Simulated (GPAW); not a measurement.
# Sb (Pm-3m) in GPAW: convergence with k mesh

Aim: find how far k mesh must go before the results for Sb settle, at PBEsol. This setting moves, with any that are tied to it; all else stays.

Program: GPAW 26.7.0. These are calculated values, not measurements. Logs are shortened: lines on timing, memory, paths and dates and some standing lists are left out, and cuts for length are marked. The log counts tension as positive stress, the text compression.

## (1) The structure

Symmetry: Pm-3m, No. 221, cubic system. The conventional cell has a = 3.160 Å, b = 3.160 Å, c = 3.160 Å, α = 90.00°, β = 90.00°, γ = 90.00°. Sb (site symmetry m-3m) is surrounded by 6 Sb at 3.16 Å.

This isn't the form of Sb at room conditions, which is rhombohedral.

## (2) With k mesh 2 × 2 × 2

File run.py:

```python
from ase.dft.bandgap import bandgap
from ase.io import read, write
from ase.units import GPa
from gpaw import GPAW, PW, setup_paths

setup_paths.insert(0, '.')

atoms = read('Sb.xyz')

calc = GPAW(mode=PW(600),
            xc='PBEsol',
            kpts={'size': (2, 2, 2), 'gamma': True},
            occupations={'name': 'fermi-dirac', 'width': 0.05},
            nbands=15,
            convergence={'density': 1e-05, 'energy': 1e-05},
            maxiter=100,
            txt='gpaw.txt')
atoms.calc = calc
energy = atoms.get_potential_energy()
forces = atoms.get_forces()
stress = atoms.get_stress()
calc.write('gs.gpw')
write('result.traj', atoms)
print(f'Energy: {energy:.6f} eV')
print('Forces (eV/A):')
print(forces.round(4))
print('Stress (GPa):', (stress / GPa).round(3))
print('Fermi level:', round(calc.get_fermi_level(), 4), 'eV')
print(f'Gap: {bandgap(calc)[0]:.4f} eV, direct: {bandgap(calc, direct=True)[0]:.4f} eV')
```

File Sb.xyz:

```xyz
1
Lattice="3.1600000000 0.0000000000 0.0000000000 0.0000000000 3.1600000000 0.0000000000 0.0000000000 0.0000000000 3.1600000000" Properties=species:S:1:pos:R:3 pbc="T T T"
Sb     0.0000000000      0.0000000000      0.0000000000
```

Potentials or basis: PAW data sets generated in the run's folder for this functional, pw.

Started as:

```console
gpaw-setup -f PBEsol Sb
OMP_NUM_THREADS=1 python run.py
```

gpaw.txt:

```text
__  _  _
 | _ |_)|_||  |
 |__||  | ||/\| - 26.7.0

Input parameters:
  mode=PW(ecut=600.0),
  convergence={'density': 1e-05, 'energy': 1e-05},
  kpts=MonkhorstPack(size=(2, 2, 2), gamma=True),
  maxiter=100,
  nbands=15,
  occupations=Occupations(name='fermi-dirac', width=0.05),
  xc=XC(name='PBEsol')

Diagonalizing LCAO Hamiltonian
Converting LCAO to pw mode
   .-------.
  /|       |
 * |       |
 | |       |
 | .-------.
 |/       /
 Sb------*

Atoms  # Å, Bohr magnetons
|   | symbol |        x |        y |        z |    initial magnetic moments |
|---|--------|----------|----------|----------|-----------------------------|
| 0 |     Sb | 0.000000 | 0.000000 | 0.000000 | ( 0.0000,  0.0000,  0.0000) |

Unit cell  # Å
| periodic |        x |        y |        z |  lengths |    angles |
|----------|----------|----------|----------|----------|-----------|
|      yes | 3.160000 | 0.000000 | 0.000000 | 3.160000 | 90.000000 |
|      yes | 0.000000 | 3.160000 | 0.000000 | 3.160000 | 90.000000 |
|      yes | 0.000000 | 0.000000 | 3.160000 | 3.160000 | 90.000000 |

Number of symmetries: 48
Symmetry operations  # r_c * U_cc + t_c -> r_c
|    | kind |            matrix            |
|----|------|------------------------------|
|  0 |  E   |  1, 0, 0,  0, 1, 0,  0, 0, 1 |
|  1 |  σ   |  1, 0, 0,  0, 1, 0,  0, 0,-1 |
|  2 |  σ   |  1, 0, 0,  0, 0, 1,  0, 1, 0 |
|  3 |  C4  |  1, 0, 0,  0, 0, 1,  0,-1, 0 |
|  4 |  C4  |  1, 0, 0,  0, 0,-1,  0, 1, 0 |
|  5 |  σ   |  1, 0, 0,  0, 0,-1,  0,-1, 0 |
|  6 |  σ   |  1, 0, 0,  0,-1, 0,  0, 0, 1 |
|  7 |  C2  |  1, 0, 0,  0,-1, 0,  0, 0,-1 |
|  8 |  σ   |  0, 1, 0,  1, 0, 0,  0, 0, 1 |
|  9 |  C2  |  0, 1, 0,  1, 0, 0,  0, 0,-1 |
| 10 |  C3  |  0, 1, 0,  0, 0, 1,  1, 0, 0 |
| 11 |  S6  |  0, 1, 0,  0, 0, 1, -1, 0, 0 |
| 12 |  S6  |  0, 1, 0,  0, 0,-1,  1, 0, 0 |
| 13 |  C3  |  0, 1, 0,  0, 0,-1, -1, 0, 0 |
| 14 |  C4  |  0, 1, 0, -1, 0, 0,  0, 0, 1 |
| 15 |  S4  |  0, 1, 0, -1, 0, 0,  0, 0,-1 |
| 16 |  C3  |  0, 0, 1,  1, 0, 0,  0, 1, 0 |
| 17 |  S6  |  0, 0, 1,  1, 0, 0,  0,-1, 0 |
| 18 |  σ   |  0, 0, 1,  0, 1, 0,  1, 0, 0 |
| 19 |  C4  |  0, 0, 1,  0, 1, 0, -1, 0, 0 |
[... 105 lines left out ...]
  SVD Regularization: 0.005
  Good broyden scale: 1.0
  Trust region scale: 1.0
  Backstep threshold: 4.0
  History deletion threshold: 6.0
  Fourier metric: weight=20.0, sigma=0.015

occupation numbers:
  Fermi-Dirac:
    width: 0.0500  # eV

poisson solver:
  ecut: 4800.0  # eV

xc functional:
  name: PBEsol with 2 nearest neighbor stencil

convergence criteria:
- Maximum integral of absolute [dens]ity change: 1e-05 electrons / valence electron
- Maximum [total energy] change in last 3 cyles: 1e-05 eV / valence electron
- Maximum integral of absolute [eigenst]ate change: 4e-08 eV^2 / valence electron
maximum number of iterations: 100

SCF iterations
|iter     | |      energy | eigst |  dens |
|---------|-|-------------|-------|-------|
|iter:   1| |   -6.730498 | -0.03 |       |
|iter:   2| |   -6.732470 | -1.94 | -1.60 |
|iter:   3| |   -6.731711 | -3.13 | -1.63 |
|iter:   4| |   -6.731843 | -3.74 | -2.11 |
|iter:   5| |   -6.731887 | -5.31 | -3.27 |
|iter:   6| |   -6.731897c| -6.08 | -3.67 |
|iter:   7| |   -6.731897c| -8.07c| -4.74 |
|iter:   8| |   -6.731897c| -8.48c| -5.28c|

Converged in 8 steps
Energy contributions relative to reference atoms: (reference = -176204.783462)

Energy contributions:
  Kinetic:          -5.490442
  Coulomb:           2.398329
  Zero:              0.180761
  External:          0.000000
  Xc:               -3.820546
  Entropy:          -0.000000
  Spinorbit:         0.000000
  ----------------------------
  Free energy:      -6.731897
  Extrapolated:     -6.731897

dipole moment: (-11.469688, -11.469688, -11.469688)  # |e|*Ang

Fermi level: 7.051
Eigenvalues  # (at kpt = [0.000, 0.000, 0.000])
| band index |      eig [eV] | occ [0-2] |
|------------|---------------|-----------|
|          0 |       -22.851 |     2.000 |
|          1 |       -22.851 |     2.000 |
|          2 |       -22.707 |     2.000 |
|          3 |       -22.707 |     2.000 |
|          4 |       -22.707 |     2.000 |
|          5 |        -5.881 |     2.000 |
|          6 |         9.179 |     0.000 |
|          7 |         9.179 |     0.000 |
|          8 |         9.179 |     0.000 |
|          9 |        13.113 |     0.000 |
|         10 |        13.113 |     0.000 |
|         11 |        13.899 |     0.000 |
|         12 |        26.224 |     0.000 |
|         13 |        26.234 |     0.000 |
|         14 |        26.242 |     0.000 |

No gap
No difference between direct/indirect transitions

Forces  # eV/Ang
|       x |       y |       z |
|---------|---------|---------|
| 0.00000 | 0.00000 | 0.00000 |  # Sb   0

Stress tensor  # eV/Ang^3
|        x |        y |        z |
|----------|----------|----------|
| 0.056986 | 0.000000 | 0.000000 |
| 0.000000 | 0.056986 | 0.000000 |
| 0.000000 | 0.000000 | 0.056986 |

# Writing to gs.gpw (mode='')
```

It took 4.7 s on 1 thread of Arm Neoverse V1, shared host; peak memory 0.12 GiB.

What came out:

| Property | Result |
| --- | --- |
| Free energy | -6.7319 eV |
| Pressure | -9.1 GPa |
| Band gap on the k mesh | none (metal or under the smearing width) |

## (3) With k mesh 3 × 3 × 3

run.py: that of step 2 with these lines changed.

```diff
@@ -11,3 +11,3 @@
             xc='PBEsol',
-            kpts={'size': (2, 2, 2), 'gamma': True},
+            kpts={'size': (3, 3, 3), 'gamma': True},
             occupations={'name': 'fermi-dirac', 'width': 0.05},
```

Sb.xyz is that of step 2.

Potentials or basis: PAW data sets generated in the run's folder for this functional, pw.

Started as:

```console
gpaw-setup -f PBEsol Sb
OMP_NUM_THREADS=1 python run.py
```

Wall time 4.8 s (1 thread of Arm Neoverse V1, shared host); peak memory 0.12 GiB.

Results:

- Free energy: -4.3969 eV
- Pressure: -5.1 GPa
- Band gap on the k mesh: none (metal or under the smearing width)

## (4) With k mesh 4 × 4 × 4

run.py: that of step 3 with these lines changed.

```diff
@@ -11,3 +11,3 @@
             xc='PBEsol',
-            kpts={'size': (3, 3, 3), 'gamma': True},
+            kpts={'size': (4, 4, 4), 'gamma': True},
             occupations={'name': 'fermi-dirac', 'width': 0.05},
```

Sb.xyz is that of step 3.

Started as:

```console
gpaw-setup -f PBEsol Sb
OMP_NUM_THREADS=1 python run.py
```

Wall time 6.2 s (1 thread of Arm Neoverse V1, shared host); peak memory 0.13 GiB.

What came out:

| Item | Value |
| --- | --- |
| Free energy | -4.3752 eV |
| Pressure | -5.6 GPa |
| Band gap on the k mesh | none (metal or under the smearing width) |

## (5) With k mesh 5 × 5 × 5

run.py: that of step 4 with these lines changed.

```diff
@@ -11,3 +11,3 @@
             xc='PBEsol',
-            kpts={'size': (4, 4, 4), 'gamma': True},
+            kpts={'size': (5, 5, 5), 'gamma': True},
             occupations={'name': 'fermi-dirac', 'width': 0.05},
```

Sb.xyz is that of step 4.

Started as:

```console
gpaw-setup -f PBEsol Sb
OMP_NUM_THREADS=1 python run.py
```

It took 6.1 s on 1 thread of Arm Neoverse V1, shared host; peak memory 0.13 GiB.

Results (log left out):

```yaml
Free_energy: -4.6674 eV
Pressure: -5.0 GPa
Band_gap_on_the_k_mesh: none (metal or under the smearing width)
```

## (6) With k mesh 6 × 6 × 6

run.py: that of step 5 with these lines changed.

```diff
@@ -11,3 +11,3 @@
             xc='PBEsol',
-            kpts={'size': (5, 5, 5), 'gamma': True},
+            kpts={'size': (6, 6, 6), 'gamma': True},
             occupations={'name': 'fermi-dirac', 'width': 0.05},
```

Sb.xyz is that of step 5.

Potentials or basis: PAW data sets generated in the run's folder for this functional, pw.

Started as:

```console
gpaw-setup -f PBEsol Sb
OMP_NUM_THREADS=1 python run.py
```

It took 8 s on 1 thread of Arm Neoverse V1, shared host; peak memory 0.13 GiB.

The run converged. Its results:

- Free energy: -4.7961 eV
- Pressure: -4.1 GPa
- Band gap on the k mesh: none (metal or under the smearing width)

## (7) With k mesh 8 × 8 × 8

run.py: that of step 6 with these lines changed.

```diff
@@ -11,3 +11,3 @@
             xc='PBEsol',
-            kpts={'size': (6, 6, 6), 'gamma': True},
+            kpts={'size': (8, 8, 8), 'gamma': True},
             occupations={'name': 'fermi-dirac', 'width': 0.05},
```

Sb.xyz is that of step 6.

Started as:

```console
gpaw-setup -f PBEsol Sb
OMP_NUM_THREADS=1 python run.py
```

It took 11 s on 1 thread of Arm Neoverse V1, shared host; peak memory 0.14 GiB.

It converged, with:

| Item | Value |
| --- | --- |
| Free energy | -4.7495 eV |
| Pressure | -4.9 GPa |
| Band gap on the k mesh | none (metal or under the smearing width) |

## (8) With k mesh 9 × 9 × 9

run.py: that of step 7 with these lines changed.

```diff
@@ -11,3 +11,3 @@
             xc='PBEsol',
-            kpts={'size': (8, 8, 8), 'gamma': True},
+            kpts={'size': (9, 9, 9), 'gamma': True},
             occupations={'name': 'fermi-dirac', 'width': 0.05},
```

Sb.xyz is that of step 7.

Started as:

```console
gpaw-setup -f PBEsol Sb
OMP_NUM_THREADS=1 python run.py
```

It took 12 s on 1 thread of Arm Neoverse V1, shared host; peak memory 0.14 GiB.

Results (log left out):

* Free energy: -4.7601 eV
* Pressure: -5.1 GPa
* Band gap on the k mesh: none (metal or under the smearing width)

## (9) With k mesh 11 × 11 × 11

run.py: that of step 8 with these lines changed.

```diff
@@ -11,3 +11,3 @@
             xc='PBEsol',
-            kpts={'size': (9, 9, 9), 'gamma': True},
+            kpts={'size': (11, 11, 11), 'gamma': True},
             occupations={'name': 'fermi-dirac', 'width': 0.05},
```

Sb.xyz is that of step 8.

Potentials or basis: PAW data sets generated in the run's folder for this functional, pw.

Started as:

```console
gpaw-setup -f PBEsol Sb
OMP_NUM_THREADS=1 python run.py
```

Run time: 16 s. Hardware: 1 thread of Arm Neoverse V1, shared host; peak memory 0.15 GiB.

Results (log left out):

- Free energy: -4.7477 eV
- Pressure: -4.7 GPa
- Band gap on the k mesh: none (metal or under the smearing width)

## (10) The series at a glance

```csv
k mesh,"energy less the tightest run, at zero smearing (meV/atom)",pressure (GPa),SCF cycles,CPU time (s),peak memory (GiB)
2 × 2 × 2,-1987.15,-9.13,8,4.7,0.12
3 × 3 × 3,366.91,-5.10,9,4.8,0.12
4 × 4 × 4,374.54,-5.58,9,6.2,0.13
5 × 5 × 5,82.09,-5.01,9,6.1,0.13
6 × 6 × 6,-48.65,-4.11,8,8,0.13
8 × 8 × 8,-1.17,-4.91,8,11,0.14
9 × 9 × 9,-12.75,-5.14,9,12,0.14
11 × 11 × 11,0.00,-4.72,8,16,0.15
```

Not settled before the last step: the energy (to 1 meV/atom), the pressure (to 0.1 GPa). Meshes of other sizes hit other points, so gaps and Fermi surfaces needn't settle smoothly. The tightest run that finished is the yardstick and may itself not be fully converged.
